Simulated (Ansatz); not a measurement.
HfO2:

```
Hf O
1.0
     0.00000    2.55750    2.55750
     2.55750    0.00000    2.55750
     2.55750    2.55750    0.00000
Hf O
1 2
Direct
  0.00000 0.00000 0.00000
  0.75000 0.75000 0.75000
  0.25000 0.25000 0.25000
```

Measurements of this composition are mostly on another form, of space group No. 14.

- Program: Ansatz 0.2.0
- Task: relaxation of cell and atoms
- Functional: PBE0
- Potentials or basis: Ansatz PAW
- Cutoff: 420 eV (not typed: the program's choice for these potentials)
- k mesh: 4 × 4 × 4
- Occupations: fermi-dirac, width 0.05 eV
- Spin: no spin polarisation

At the start: volume 11.15 Å³/atom.

Task: Where does the relaxation end?

Result: It ends after 7 steps and the volume is 10.78 Å³/atom (-3.4 %); space group Fm-3m (No. 225, to 0.05 Å).

Step by step:
```csv
step,energy change (eV),largest force (eV/Å),volume (Å³)
1,0.0000,0.0000,33.46
2,-0.0340,0.0000,32.03
3,-0.0354,0.0000,32.37
4,-0.0354,0.0000,32.36
5,-0.0322,0.0000,32.36
6,-0.0323,0.0000,32.33
7,-0.0323,0.0000,32.33
```

Final structure:
```cif
data_structure
_symmetry_space_group_name_H-M 'P 1'
_symmetry_Int_Tables_number 1
_cell_length_a 3.5758
_cell_length_b 3.5758
_cell_length_c 3.5758
_cell_angle_alpha 60.000
_cell_angle_beta 60.000
_cell_angle_gamma 60.000
_cell_volume 32.33
loop_
_atom_site_label
_atom_site_type_symbol
_atom_site_fract_x
_atom_site_fract_y
_atom_site_fract_z
_atom_site_occupancy
Hf1 Hf 0.00000 0.00000 0.00000 1
O1 O 0.75000 0.75000 0.75000 1
O2 O 0.25000 0.25000 0.25000 1
```

Caveat: the k mesh is coarse (spacing up to 0.53 Å⁻¹), so the values aren't converged, least of all with exact exchange; the plane-wave basis is chosen anew once the cell has moved, so the energies of steps on either side of that aren't comparable; the pressure holds a Pulay correction of +0.7 GPa for the finite cutoff; the PAW data sets come from PBE, with cores solved anew for the run's functional, which leaves a small shift of forces and pressure.
